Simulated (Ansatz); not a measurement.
# Rh (Fm-3m) in Ansatz: settings compared

The runs below take Rh through relaxation of cell and atoms, with PBEsol, PBEsol+D3(BJ), PBEsol+D3(BJ)-ATM, PBEsol+D4.

Program: Ansatz 0.2.0. These are calculated values, not measurements. Logs are shortened: lines on timing, memory, paths and dates and some standing lists are left out, and cuts for length are marked.

## (1) The crystal as given

It takes space group Fm-3m (No. 225, cubic). Conventional cell: a = 3.796 Å, b = 3.796 Å, c = 3.796 Å, α = 90.00°, β = 90.00°, γ = 90.00°. Rh (site symmetry m-3m) is surrounded by 12 Rh at 2.68 Å.

## (2) Relaxation of cell and atoms, PBEsol

Contents of input.yaml:

```yaml
crystal:
  lattice:
    - [0.0, 1.89785, 1.89785]
    - [1.89785, 0.0, 1.89785]
    - [1.89785, 1.89785, 0.0]
  atoms:
    - { symbol: Rh, position: [0.0, 0.0, 0.0] }
hamiltonian:
  xc: pbesol
  pseudopotentials: { kind: paw }
kpoints:
  mp_grid: { grid: [12, 12, 12] }
scf:
  occupations: { method: fermi_dirac, width: 0.05 }
output:
  forces: true
  stress: true
  eigenvalues: true
relax:
  f_tol: 0.01
  max_steps: 40
  cell: { stress_tol: 0.05 }
```

Potentials or basis: Ansatz PAW.

Run with:

```console
$ ansatz run input.yaml --threads 2 --pin off --max-ram 5632MiB --backend cpu --events-out ev --progress --plain --runs-dir out
```

What it wrote:

```text
Warning: RAYON_NUM_THREADS=2 ignored (pool sized by the plan → 2); use --threads N
Engine: ansatz 0.2.0, aarch64-unknown-linux-gnu
Pseudopotentials: kind: paw
Pseudopotential: Rh, paw, valence charge 17, recommended cutoff 420 eV (normal), Rh.paw.azcp
Functional definition: PBEsol
  exchange = pbesol_x
  correlation = pbesol_c
Crystal: 1 atoms, lattice volume = 13.671 Å³
Basis set: ecut = 420 eV, 283 PW (Γ), exchange–correlation on 36×36×36 points (8 copies of the dense FFT grid, shifted against one another)
Bands: 13, of which v1, the nominal top of the filled ones, is band 9 counted from 1 (8 counted from 0)
Symmetry: 48 space group operations
Space group: Fm-3m (ITA 225), of the structure as read, at distance tolerance 2.4e-5 Å
k-points: 72 of 1728
Non-local potential: Rh, projectors of the file, l = 0: 3, l = 1: 2, l = 2: 2, l = 3: 1
PAW form: soft (Blöchl's): semilocal exchange-correlation on the pseudo side does not see the compensation charge
PAW frozen core: Rh, regenerated for the run's functional, and the local potential with it (the file was generated under x = pbe(κ = 0.804, μ = 0.2195149727645171), c = pbe(β = 0.06672455060314922))
PAW one-centre angular grid: Rh, 590 points (default); XC on 64 Gauss nodes
Initial density: superposition of atomic densities (neutral atoms: chi_scale 0, normalization atom), corrected by the library's trained network
Initial wavefunctions: pseudopotential atomic-orbital guess
Functional: x = pbesol(κ = 0.804, μ = 0.12345679012345678), c = pbesol(β = 0.046)
SCF iter   1: F=—  HF=-6338.756392 eV  |F-HF|=—  |Δ(HF+E_count)|=         —  Δρ=1.09e-2  dr2=1.34e-2  ethr=1.77e-3  ⟨swp⟩=5.1  Hψ=5218  notcnv=0
preconditioner: auto → none  [metal: Δε(μ)=0.104 eV  Ē_g=13.993 eV  σ=0.050 eV  W_gap=0.45  n_scr=0 (ndim 8)  ℏωp=30.1 eV  f_vac=0.000  D(μ)=0.91/eV (n_scr^D=14)]
SCF iter   2: F=—  HF=-6338.752622 eV  |F-HF|=—  |Δ(HF+E_count)|=   3.77e-3  Δρ=4.12e-3  dr2=1.32e-3  ethr=7.88e-5  ⟨swp⟩=2.7  Hψ=2276  notcnv=0
SCF iter   3: F=—  HF=-6338.752220 eV  |F-HF|=—  |Δ(HF+E_count)|=   4.03e-4  Δρ=1.52e-3  dr2=6.12e-5  ethr=7.74e-6  ⟨swp⟩=2.5  Hψ=1411  notcnv=0
SCF iter   4: F=—  HF=-6338.752201 eV  |F-HF|=—  |Δ(HF+E_count)|=   1.88e-5  Δρ=9.21e-5  dr2=3.54e-7  ethr=3.60e-7  ⟨swp⟩=2.1  Hψ=1548  notcnv=0
iter 5 did not close the SCF: its close was put off for the readings that it lacked (scf_convergence_deferred on its scf_iter line)
SCF iter   5: F=-6338.752201 eV  HF=-6338.752201 eV  |F-HF|=1.15e-9  |Δ(HF+E_count)|=   4.01e-8  Δρ=2.23e-5  dr2=1.33e-8  ethr=2.08e-9  ⟨swp⟩=2.0  Hψ=1541  notcnv=0
SCF iter   6: F=-6338.752201 eV  HF=-6338.752201 eV  |F-HF|=1.06e-10  |Δ(HF+E_count)|=   1.26e-9  Δρ=4.46e-6  dr2=4.94e-10  ethr=7.83e-11  ⟨swp⟩=2.0  Hψ=2778  notcnv=0
SCF 1 converged in 6 iterations: F = -6338.752201 eV  dr2 = 4.94e-10
relax step   1: F+E_penalty+E_count = -6338.75220071 eV  Δ(F+E_penalty+E_count) = +0.000e0 eV  max|allowed force component| = 0.000e0 eV/Å  Δτ_max = 0.0000 Å  P = -3.726 GPa  Ω = 13.671 Å³  (6 SCF iters, dr2 threshold 1.00e-7 eV, accepted)
Crystal: 1 atoms, lattice volume = 13.348 Å³
Basis set: ecut = 420 eV, 259 PW (Γ), exchange–correlation on 36×36×36 points (8 copies of the dense FFT grid, shifted against one another)
Initial density: handed on by an earlier stage of this run
Initial wavefunctions: those handed on with the density
iter 1 solved again at ethr=4.27e-6 eV; its pass at ethr=3.10e-3 eV (dr2=7.26e-4 eV) is discarded
SCF iter   1: F=—  HF=-6338.753122 eV  |F-HF|=—  |Δ(HF+E_count)|=         —  Δρ=2.36e-3  dr2=6.39e-4  ethr=4.27e-6  ⟨swp⟩=1.3  Hψ=6406  notcnv=0
preconditioner: auto → none  [insulator: Δε(μ)=0.123 eV  Ē_g=14.280 eV  σ=0.050 eV  W_gap=0.52  n_scr=0 (ndim 8)  ℏωp=30.5 eV  f_vac=0.000  D(μ)=0.89/eV (n_scr^D=14)  ε∞_Penn≈5.6]
SCF iter   2: F=—  HF=-6338.752980 eV  |F-HF|=—  |Δ(HF+E_count)|=   1.42e-4  Δρ=1.12e-3  dr2=6.62e-5  ethr=3.76e-6  ⟨swp⟩=2.1  Hψ=1260  notcnv=0
SCF iter   3: F=—  HF=-6338.752967 eV  |F-HF|=—  |Δ(HF+E_count)|=   1.26e-5  Δρ=4.69e-4  dr2=9.21e-6  ethr=3.89e-7  ⟨swp⟩=2.8  Hψ=1487  notcnv=0
SCF iter   4: F=-6338.752969 eV  HF=-6338.752969 eV  |F-HF|=5.76e-8  |Δ(HF+E_count)|=   1.75e-6  Δρ=4.70e-5  dr2=6.76e-8  ethr=5.88e-10  ⟨swp⟩=3.6  Hψ=3483  notcnv=0
SCF 2 converged in 4 iterations: F = -6338.752969 eV  dr2 = 6.76e-8
relax step   2: F+E_penalty+E_count = -6338.75296893 eV  Δ(F+E_penalty+E_count) = -7.682e-4 eV  max|allowed force component| = 0.000e0 eV/Å  Δτ_max = 0.0000 Å  P = +3.328 GPa  Ω = 13.348 Å³  energy of the carried Pulay correction = +1.935e-4 eV  (4 SCF iters, dr2 threshold 1.00e-7 eV, accepted)
Crystal: 1 atoms, lattice volume = 13.499 Å³
iter 1 solved again at ethr=7.19e-7 eV; its pass at ethr=3.10e-3 eV (dr2=1.22e-4 eV) is discarded
SCF iter   1: F=—  HF=-6338.754416 eV  |F-HF|=—  |Δ(HF+E_count)|=         —  Δρ=1.08e-3  dr2=1.38e-4  ethr=7.19e-7  ⟨swp⟩=2.0  Hψ=6379  notcnv=0
preconditioner: auto → none  [insulator: Δε(μ)=0.126 eV  Ē_g=14.163 eV  σ=0.050 eV  W_gap=0.54  n_scr=0 (ndim 8)  ℏωp=30.3 eV  f_vac=0.000  D(μ)=0.91/eV (n_scr^D=14)  ε∞_Penn≈5.6]
SCF iter   2: F=—  HF=-6338.754385 eV  |F-HF|=—  |Δ(HF+E_count)|=   3.09e-5  Δρ=5.16e-4  dr2=1.49e-5  ethr=7.19e-7  ⟨swp⟩=2.2  Hψ=1349  notcnv=0
SCF iter   3: F=—  HF=-6338.754382 eV  |F-HF|=—  |Δ(HF+E_count)|=   2.95e-6  Δρ=2.11e-4  dr2=1.94e-6  ethr=8.78e-8  ⟨swp⟩=2.6  Hψ=1462  notcnv=0
SCF iter   4: F=-6338.754383 eV  HF=-6338.754383 eV  |F-HF|=1.09e-8  |Δ(HF+E_count)|=   3.01e-7  Δρ=2.08e-5  dr2=1.36e-8  ethr=5.88e-10  ⟨swp⟩=3.0  Hψ=3377  notcnv=0
SCF 3 converged in 4 iterations: F = -6338.754383 eV  dr2 = 1.36e-8
relax step   3: F+E_penalty+E_count = -6338.75438251 eV  Δ(F+E_penalty+E_count) = -1.414e-3 eV  max|allowed force component| = 0.000e0 eV/Å  Δτ_max = 0.0000 Å  P = -0.087 GPa  Ω = 13.499 Å³  energy of the carried Pulay correction = +1.028e-4 eV  (4 SCF iters, dr2 threshold 1.00e-7 eV, accepted)
Crystal: 1 atoms, lattice volume = 13.495 Å³
iter 1 solved again at ethr=5.24e-10 eV; its pass at ethr=3.10e-3 eV (dr2=8.90e-8 eV) is discarded
SCF iter   1: F=—  HF=-6338.754384 eV  |F-HF|=—  |Δ(HF+E_count)|=         —  Δρ=2.82e-5  dr2=9.38e-8  ethr=5.24e-10  ⟨swp⟩=2.0  Hψ=6158  notcnv=0
preconditioner: auto → none  [insulator: Δε(μ)=0.125 eV  Ē_g=14.163 eV  σ=0.050 eV  W_gap=0.53  n_scr=0 (ndim 8)  ℏωp=30.3 eV  f_vac=0.000  D(μ)=0.91/eV (n_scr^D=14)  ε∞_Penn≈5.6]
SCF iter   2: F=-6338.754386 eV  HF=-6338.754386 eV  |F-HF|=6.45e-9  |Δ(HF+E_count)|=   1.47e-6  Δρ=9.52e-6  dr2=7.38e-9  ethr=1.11e-10  ⟨swp⟩=2.9  Hψ=3438  notcnv=0
SCF 4 converged in 2 iterations: F = -6338.754386 eV  dr2 = 7.38e-9
relax step   4: F+E_penalty+E_count = -6338.75438590 eV  Δ(F+E_penalty+E_count) = -3.384e-6 eV  max|allowed force component| = 0.000e0 eV/Å  Δτ_max = 0.0000 Å  P = -0.002 GPa  Ω = 13.495 Å³  energy of the carried Pulay correction = +1.051e-4 eV  (2 SCF iters, dr2 threshold 1.89e-8 eV, accepted)
Initial wavefunctions: pseudopotential atomic-orbital guess (no wavefunctions were taken with the density)
iter 1 solved again at ethr=1.28e-8 eV; its pass at ethr=3.10e-3 eV (dr2=2.18e-6 eV) is discarded
SCF iter   1: F=—  HF=-6338.754293 eV  |F-HF|=—  |Δ(HF+E_count)|=         —  Δρ=3.04e-5  dr2=2.87e-8  ethr=1.28e-8  ⟨swp⟩=3.2  Hψ=7938  notcnv=0
SCF iter   2: F=—  HF=-6338.754294 eV  |F-HF|=—  |Δ(HF+E_count)|=   1.49e-6  Δρ=1.30e-5  dr2=4.57e-9  ethr=1.69e-10  ⟨swp⟩=2.2  Hψ=1499  notcnv=0
SCF iter   3: F=—  HF=-6338.754294 eV  |F-HF|=—  |Δ(HF+E_count)|=  6.31e-10  Δρ=6.54e-6  dr2=6.62e-10  ethr=2.69e-11  ⟨swp⟩=2.2  Hψ=1192  notcnv=0
SCF iter   4: F=—  HF=-6338.754294 eV  |F-HF|=—  |Δ(HF+E_count)|=  5.02e-10  Δρ=2.76e-6  dr2=1.13e-10  ethr=3.89e-12  ⟨swp⟩=2.0  Hψ=1546  notcnv=0
SCF iter   5: F=-6338.754294 eV  HF=-6338.754294 eV  |F-HF|=4.55e-12  |Δ(HF+E_count)|=  1.06e-10  Δρ=6.24e-7  dr2=5.84e-12  ethr=1.00e-12  ⟨swp⟩=3.2  Hψ=4026  notcnv=0
SCF 5 converged in 5 iterations: F = -6338.754294 eV  dr2 = 5.84e-12
relax step   5: F+E_penalty+E_count = -6338.75429444 eV  Δ(F+E_penalty+E_count) = +9.146e-5 eV  max|allowed force component| = 0.000e0 eV/Å  Δτ_max = 0.0000 Å  P = -0.002 GPa  Ω = 13.495 Å³  stress off target by 1.66e-3 GPa  SCF on the basis re-selected at this cell (its energy is not comparable with the rows above)  (5 SCF iters)
basis re-selected at this cell: Δ(F+E_penalty+E_count) = +9.146e-5 eV, ΔP = +0.000 GPa vs the last step (what re-selecting the basis moved, of the pressure what is left beyond the Pulay correction that the steps carried, after the strain that the cell walked since its last selection, with what the two solves' SCF thresholds leave and, on support functions, any second-order correction that the steps lacked; it is no measure of the basis error at this ecutwfc). This SCF's stress stands 1.66e-3 GPa from its target on what of the cell is left free (relax.cell.stress_tol is 5.00e-2 GPa) and its largest allowed force component is 0.00e0 eV/Å (relax.f_tol is 1.00e-2 eV/Å): within both
SCF converged after 5 iterations
Free energy (F): -6338.754294 eV
Harris-Foulkes:  -6338.754294 eV  (|F-HF|=4.55e-12)
Internal energy: -6338.746345 eV  (E = F + TS)
E sigma→0 (E₀):  -6338.750320 eV
Entropy (-TS):   -0.007949 eV (-7.949 meV/atom)
Fermi energy:    22.794540 eV
--- Per-component energies (eV) ---
  E_band       = -79.841270
  E_kinetic    = 573.634713
  E_local      = -1540.065672  (includes V_loc(G=0)·N_el)
  E_nonlocal   = 356.158647
  E_hartree    = 540.113804
  E_xc         = -220.859151
  E_vxc        = -278.295873  (∫ρ·V_xc dr)
  E_paw        = -3523.742589  (= ΣΔE_a)
  E_vpaw       = -271.501480  (= ΣTr[D̂ρ^β])
  E_aug_tail   = 0.000801  (compensation charges beyond the density's cutoff)
  E_ewald      = -2524.263097
  E_core_change = 0.276200  (= ΣΔE_core)
  E_smearing   = -0.007949  (= −TS)
  E_closure    = 0.000000  (closes the sum)
  Σ components = -6338.754294   (vs F -6338.754294, Δ=0.00e0)
--- Forces (eV/Å), atoms counted from 1 ---
  atom   1  Rh    -0.00000000     0.00000000    -0.00000000
  max |Σ_I F_I| component: 2.96e-31 eV/Å
--- Stress (GPa, compression-positive) ---
       -0.001659      -0.000000      -0.000000
       -0.000000      -0.001659      -0.000000
       -0.000000       0.000000      -0.001659
  P = ⅓ Tr σ = -0.0017 GPa (-0.017 kbar)
--- Band table (eV; the first three rows and the last of 72) ---
  k-point 0: bands = ["-56.1118", "-23.5726", "-23.5726", "-23.5726", "14.5896", "19.5817", "19.5817", "19.5817", "21.7539", "21.7539", "38.4949", "43.9189", "43.9189"]
  k-point 1: bands = ["-56.1036", "-23.6271", "-23.5800", "-23.5800", "14.8716", "19.4588", "19.6911", "19.6911", "21.6947", "21.6947", "38.9001", "42.6111", "44.3319"]
  k-point 2: bands = ["-56.0812", "-23.7746", "-23.6000", "-23.6000", "15.6202", "19.2399", "19.9130", "19.9130", "21.6436", "21.6436", "39.7898", "40.3239", "45.4915"]
  k-point 71: bands = ["-55.9481", "-24.0898", "-24.0898", "-23.8694", "17.5802", "18.8352", "18.8352", "21.5236", "23.7996", "32.4750", "32.4750", "34.0965", "35.5711"]
--- Relaxed structure (4 steps of the walk, 4 accepted, 1 SCFs on fresh bases) ---
  F+E_penalty+E_count = -6338.75429444 eV   max|allowed force component| = 0.000e0 eV/Å   (the final SCF, on the basis selected at the relaxed cell)
  cell:  # Å, volume = 13.4950 Å³
    - [-2.9616849941205615e-34, 1.8896497237338992, 1.8896497237338992]
    - [1.8896497237338992, -1.1719355675659856e-33, 1.8896497237338992]
    - [1.8896497237338992, 1.8896497237338992, -9.458284336062438e-34]
  atoms:
    - { symbol: Rh, position: [0.0, 0.0, 0.0] }
```

It took 2.8 s on 2 threads of Arm Neoverse V1, shared host; peak memory 0.27 GiB.

What came out:

```
Free energy                            : -6338.7543 eV
Relaxed volume                         : 13.50 Å³/atom
Relaxed cell                           : a = 2.672 Å, b = 2.672 Å, c = 2.672 Å, α = 60.00°, β = 60.00°, γ = 60.00°
Space group after relaxing (to 0.05 Å) : Fm-3m (No. 225)
Energy gained by relaxing              : 2.1 meV/atom
Ionic steps                            : 5
Pressure after relaxing                : 0.0 GPa
Band gap on the k mesh                 : none (metal or under the smearing width)
```

Step by step:
| step | energy change (eV) | largest force (eV/Å) | volume (Å³) |
| --- | --- | --- | --- |
| 1 | 0.0000 | 0.0000 | 13.67 |
| 2 | -0.0008 | 0.0000 | 13.35 |
| 3 | -0.0022 | 0.0000 | 13.50 |
| 4 | -0.0022 | 0.0000 | 13.50 |
| 5 | -0.0021 | 0.0000 | 13.50 |

Final structure:
```yaml
crystal:
  lattice:
    - [0.00000, 1.88965, 1.88965]
    - [1.88965, 0.00000, 1.88965]
    - [1.88965, 1.88965, 0.00000]
  atoms:
    - { symbol: Rh, position: [0.00000, 0.00000, 0.00000] }
```

Caveat: the plane-wave basis is chosen anew once the cell has moved, so the energies of steps on either side of that aren't comparable; the PAW data sets come from PBE, with cores solved anew for the run's functional, which leaves a small shift of forces and pressure.

## (3) Relaxation of cell and atoms, PBEsol+D3(BJ)

input.yaml: that of step 2 with these lines changed.

```diff
@@ -10,2 +10,3 @@
   pseudopotentials: { kind: paw }
+  dispersion: d3bj
 kpoints:
```

Potentials or basis: Ansatz PAW.

Run with:

```console
$ ansatz run input.yaml --threads 2 --pin off --max-ram 5632MiB --backend cpu --events-out ev --progress --plain --runs-dir out
```

Wall time 3.4 s (2 threads of Arm Neoverse V1, shared host); peak memory 0.27 GiB.

Results (log left out):

```yaml
Free_energy: -6339.3820 eV
Relaxed_volume: 13.17 Å³/atom
Relaxed_cell: a = 2.650 Å, b = 2.650 Å, c = 2.650 Å, α = 60.00°, β = 60.00°, γ = 60.00°
Space_group_after_relaxing_to_0.05_Å: Fm-3m (No. 225)
Energy_gained_by_relaxing: 18.0 meV/atom
Ionic_steps: 6
Pressure_after_relaxing: 0.0 GPa
Band_gap_on_the_k_mesh: none (metal or under the smearing width)
```

Step by step:
```csv
step,energy change (eV),largest force (eV/Å),volume (Å³)
1,0.0000,0.0000,13.67
2,-0.0036,0.0000,12.73
3,-0.0182,0.0000,13.20
4,-0.0183,0.0000,13.17
5,-0.0183,0.0000,13.17
6,-0.0180,0.0000,13.17
```

Final structure:
```
Rh
1.0
     0.00000    1.87413    1.87413
     1.87413    0.00000    1.87413
     1.87413    1.87413    0.00000
Rh
1
Direct
  0.00000 0.00000 0.00000
```

Levels at points of the mesh, in eV from the Fermi level:
```tsv
k point	band 4	band 5	band 6	band 7	band 8	band 9	band 10	band 11	band 12	band 13
(0.00, 0.00, 0.00)	-46.41	-8.39	-3.34	-3.34	-3.34	-1.08	-1.08	15.66	21.22	21.22
(0.00, 0.00, -0.50)	-46.53	-6.56	-3.42	-3.42	0.59	0.60	0.60	9.02	15.23	21.27
(0.00, -0.50, -0.50)	-46.73	-6.80	-6.41	0.57	1.04	1.04	3.22	12.75	13.41	13.41
```

Caveat: the plane-wave basis is chosen anew once the cell has moved, so the energies of steps on either side of that aren't comparable; pairwise dispersion overbinds metals, which lowers pressure and volume; the PAW data sets come from PBE, with cores solved anew for the run's functional, which leaves a small shift of forces and pressure.

## (4) Relaxation of cell and atoms, PBEsol+D3(BJ)-ATM

input.yaml: that of step 3 with these lines changed.

```diff
@@ -10,3 +10,3 @@
   pseudopotentials: { kind: paw }
-  dispersion: d3bj
+  dispersion: d3bjatm
 kpoints:
```

Run with:

```console
$ ansatz run input.yaml --threads 2 --pin off --max-ram 5632MiB --backend cpu --events-out ev --progress --plain --runs-dir out
```

It took 3.7 s on 2 threads of Arm Neoverse V1, shared host; peak memory 0.27 GiB.

Results (log left out):

```
Free energy                            : -6339.2960 eV
Relaxed volume                         : 13.25 Å³/atom
Relaxed cell                           : a = 2.656 Å, b = 2.656 Å, c = 2.656 Å, α = 60.00°, β = 60.00°, γ = 60.00°
Space group after relaxing (to 0.05 Å) : Fm-3m (No. 225)
Energy gained by relaxing              : 12.2 meV/atom
Ionic steps                            : 5
Pressure after relaxing                : 0.0 GPa
Band gap on the k mesh                 : none (metal or under the smearing width)
```

Step by step:
```
step  energy change (eV)  largest force (eV/Å)  volume (Å³)
   1              0.0000                0.0000        13.67
   2             -0.0026                0.0000        12.89
   3             -0.0124                0.0000        13.28
   4             -0.0125                0.0000        13.25
   5             -0.0122                0.0000        13.25
```

Final structure:
```yaml
crystal:
  lattice:
    - [0.00000, 1.87831, 1.87831]
    - [1.87831, 0.00000, 1.87831]
    - [1.87831, 1.87831, 0.00000]
  atoms:
    - { symbol: Rh, position: [0.00000, 0.00000, 0.00000] }
```

Levels at points of the mesh, in eV from the Fermi level:
| k point | band 6 | band 7 | band 8 | band 9 | band 10 | band 11 |
| --- | --- | --- | --- | --- | --- | --- |
| (0.00, 0.00, 0.00) | -3.31 | -3.31 | -3.31 | -1.07 | -1.07 | 15.67 |
| (0.00, 0.00, -0.50) | -3.39 | -3.39 | 0.59 | 0.59 | 0.59 | 8.95 |
| (0.00, -0.50, -0.50) | -6.35 | 0.57 | 1.03 | 1.03 | 3.21 | 12.66 |

Caveat: the plane-wave basis is chosen anew once the cell has moved, so the energies of steps on either side of that aren't comparable; pairwise dispersion overbinds metals, which lowers pressure and volume; the PAW data sets come from PBE, with cores solved anew for the run's functional, which leaves a small shift of forces and pressure.

## (5) Relaxation of cell and atoms, PBEsol+D4

input.yaml: that of step 4 with these lines changed.

```diff
@@ -10,3 +10,3 @@
   pseudopotentials: { kind: paw }
-  dispersion: d3bjatm
+  dispersion: d4
 kpoints:
```

Run with:

```console
$ ansatz run input.yaml --threads 2 --pin off --max-ram 5632MiB --backend cpu --events-out ev --progress --plain --runs-dir out
```

It took 3.7 s on 2 threads of Arm Neoverse V1, shared host; peak memory 0.27 GiB.

Results (log left out):

```
Free energy                            : -6339.2586 eV
Relaxed volume                         : 13.26 Å³/atom
Relaxed cell                           : a = 2.657 Å, b = 2.657 Å, c = 2.657 Å, α = 60.00°, β = 60.00°, γ = 60.00°
Space group after relaxing (to 0.05 Å) : Fm-3m (No. 225)
Energy gained by relaxing              : 11.7 meV/atom
Ionic steps                            : 5
Pressure after relaxing                : 0.0 GPa
Band gap on the k mesh                 : none (metal or under the smearing width)
```

The path:
```tsv
step	energy change (eV)	largest force (eV/Å)	volume (Å³)
1	0.0000	0.0000	13.67
2	-0.0026	0.0000	12.91
3	-0.0119	0.0000	13.28
4	-0.0119	0.0000	13.26
5	-0.0117	0.0000	13.26
```

Final structure:
```cif
data_structure
_symmetry_space_group_name_H-M 'P 1'
_symmetry_Int_Tables_number 1
_cell_length_a 2.6570
_cell_length_b 2.6570
_cell_length_c 2.6570
_cell_angle_alpha 60.000
_cell_angle_beta 60.000
_cell_angle_gamma 60.000
_cell_volume 13.26
loop_
_atom_site_label
_atom_site_type_symbol
_atom_site_fract_x
_atom_site_fract_y
_atom_site_fract_z
_atom_site_occupancy
Rh1 Rh 0.00000 0.00000 0.00000 1
```

Levels at points of the mesh, in eV from the Fermi level:
```
             k point  band 6  band 7  band 8  band 9  band 10  band 11
  (0.00, 0.00, 0.00)   -3.30   -3.30   -3.30   -1.07    -1.07    15.67
 (0.00, 0.00, -0.50)   -3.38   -3.38    0.59    0.59     0.59     8.94
(0.00, -0.50, -0.50)   -6.34    0.57    1.03    1.03     3.21    12.65
```

Caveat: the plane-wave basis is chosen anew once the cell has moved, so the energies of steps on either side of that aren't comparable; pairwise dispersion overbinds metals, which lowers pressure and volume; the PAW data sets come from PBE, with cores solved anew for the run's functional, which leaves a small shift of forces and pressure.

## (6) Summary

| level | gap on the mesh (eV) | pressure (GPa) | relaxed volume (Å³/atom) |
| --- | --- | --- | --- |
| PBEsol | none | 0.0 | 13.50 |
| PBEsol+D3(BJ) | none | 0.0 | 13.17 |
| PBEsol+D3(BJ)-ATM | none | 0.0 | 13.25 |
| PBEsol+D4 | none | 0.0 | 13.26 |

Alike in all rows: task relaxation of cell and atoms; potentials or basis Ansatz PAW; no spin polarisation; cell relaxed; k mesh 12 × 12 × 12; cutoff (eV) 420; smearing fermi-dirac 0.05 eV.

Caveats: the plane-wave basis is chosen anew once the cell has moved, so the energies of steps on either side of that aren't comparable; the PAW data sets come from PBE, with cores solved anew for the run's functional, which leaves a small shift of forces and pressure; pairwise dispersion overbinds metals, which lowers pressure and volume (some runs).

Total energies depend on the potentials used, so only differences within one code and one set of settings carry meaning.
